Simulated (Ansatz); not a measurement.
# Au in Ansatz: convergence with k mesh

Input of the first run (k mesh 3 × 3 × 3); the others differ in this setting and in those tied to it:

input.yaml

```yaml
crystal:
  lattice:
    - [2.74841, 0.0, 0.0]
    - [0.0, 2.74841, 0.0]
    - [0.0, 0.0, 2.74841]
  atoms:
    - { symbol: Au, position: [0.5, 0.5, 0.5] }
hamiltonian:
  xc: r2scan
  pseudopotentials: { kind: paw, source: jth }
kpoints:
  mp_grid: { grid: [3, 3, 3] }
scf:
  occupations: { method: methfessel_paxton, width: 0.05 }
output:
  forces: true
  stress: true
  eigenvalues: true
```

Potentials or basis: JTH PAW.

Command:

```bash
$ ansatz run input.yaml --threads 2 --pin off --max-ram 5632MiB --backend cpu --events-out ev --progress --plain --runs-dir out
```

The cell was built by a generator and needn't be a form met in nature.

Hardware: 2 threads of Arm Neoverse V1, with other jobs on the host.

Task: The values tried are 3 × 3 × 3, 4 × 4 × 4, 5 × 5 × 5, 6 × 6 × 6, 7 × 7 × 7, 9 × 9 × 9, 11 × 11 × 11, 13 × 13 × 13, 16 × 16 × 16, loosest first. From which on does the energy stay within 1 meV/atom of the tightest run that finished?

Result: From 13 × 13 × 13 on.

| k mesh | energy less the tightest run, at zero smearing (meV/atom) | pressure (GPa) | SCF cycles | CPU time (s) | peak memory (GiB) |
| --- | --- | --- | --- | --- | --- |
| 3 × 3 × 3 | 546.96 | 2.08 | 7 | 1.1 | 0.29 |
| 4 × 4 × 4 | -117.74 | -4.70 | 10 | 1.6 | 0.3 |
| 5 × 5 × 5 | 170.36 | -1.78 | 8 | 1.6 | 0.3 |
| 6 × 6 × 6 | -31.96 | -2.54 | 10 | 2.4 | 0.31 |
| 7 × 7 × 7 | 34.27 | -3.17 | 8 | 2.3 | 0.31 |
| 9 × 9 × 9 | 3.26 | -3.30 | 7 | 3.3 | 0.32 |
| 11 × 11 × 11 | -1.99 | -3.03 | 8 | 5 | 0.33 |
| 13 × 13 × 13 | 0.72 | -2.88 | 8 | 7.1 | 0.35 |
| 16 × 16 × 16 | 0.00 | -2.95 | 8 | 13 | 0.4 |

Against the tightest run, the pressure stays within 0.1 GPa from 11 × 11 × 11 on. Meshes of other sizes hit other points, so gaps and Fermi surfaces needn't settle smoothly. The tightest run that finished is the yardstick and may itself not be fully converged.

Spin-orbit coupling is left out, which matters for the levels of Au.
